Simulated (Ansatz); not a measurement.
The parent structure is CsCl in the CsCl type structure (space group Pm-3m, No. 221; a = 4.140 Å). Axes: x, y, z lie along the cube axes.

Computed with r2SCAN (Ansatz, a program for electronic structure; PAW; 500 eV plane waves; spin-orbit coupling left out).

Strains are applied to the cell and any free atomic positions relax.

One change was made to it. Results:

| quantity | base | after |
|---|---|---|
| valley order (the lowest conduction-band minima on the path, energy above the VBM, named in the base's zone) | Γ 5.91 eV; M along ⟨110⟩ 6.56 eV | Γ 5.89 eV; M along [110] 6.45 eV; M along [011] 6.51 eV |
| pressure (mean of the normal stresses, compression positive) | 0.00 GPa | 0.12 GPa |

What was done to the base?
(A) uniaxial strain ε_xx = +1.90 %
(B) tensor shear ε_xy = −3.05 %
(C) isotropic strain −3.45 %

B, tensor shear ε_xy = −3.05 %. For comparison, the valley order in the other runs: uniaxial strain ε_xx = +1.90 % gives Γ 5.85 eV; M along [101] 6.50 eV; M along [011] 6.50 eV; isotropic strain −3.45 % gives Γ 5.79 eV; M along ⟨110⟩ 6.65 eV.

The levels and masses belong to the bands next to the band gap. Whether these cells are dynamically stable was not tested.
